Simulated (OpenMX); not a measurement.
## ZrB2 under changes of volume

One of the cells (10.249 Å³/atom); the others are scaled copies at fixed shape and fractional positions:

```
CELL_PARAMETERS angstrom
3.17000 0.00000 0.00000
-1.58500 2.74530 0.00000
0.00000 0.00000 3.53300
ATOMIC_POSITIONS crystal
Zr 0.00000 0.00000 0.00000
B 0.66667 0.33333 0.50000
B 0.33333 0.66667 0.50000
```

```yaml
Program: OpenMX 3.8.5
Functional: LDA
Potentials_or_basis: OpenMX 2013 LDA set, Zr7.0-s3p2d2, B7.0-s2p2d1, fixed grid of 32 × 32 × 42 points
k_mesh: 11 × 11 × 9
Occupations: fermi-dirac, width 0.05 eV
Spin: no spin polarisation
```

```tsv
volume (Å³/atom)	energy over the lowest point (meV/atom)	largest force (eV/Å)
9.634	?	?
9.839	0.12	0.009
10.044	0.00	0.008
10.249	6.40	0.008
10.454	18.69	0.007
10.659	36.31	0.007
10.864	58.75	0.006
```

Question: What does the run at 9.634 Å³/atom give?

Answer: Energy over the lowest point 7.45 meV/atom; largest force 0.009 eV/Å.

Worked out: A Birch-Murnaghan fit of order 3 (a polynomial in V^(-2/3)) to the other rows has its minimum at 9.94 Å³/atom with B0 = V·E''(V) = 259 GPa and B' = 3.9 at fixed shape and positions, which overstates the stiffness. It gives 7.45 meV/atom at 9.634 Å³/atom, against the run's 7.45.

Energies are extrapolated to zero smearing.

Caveats: the basis of atomic orbitals isn't converged, which shifts pressures, moduli and gaps.
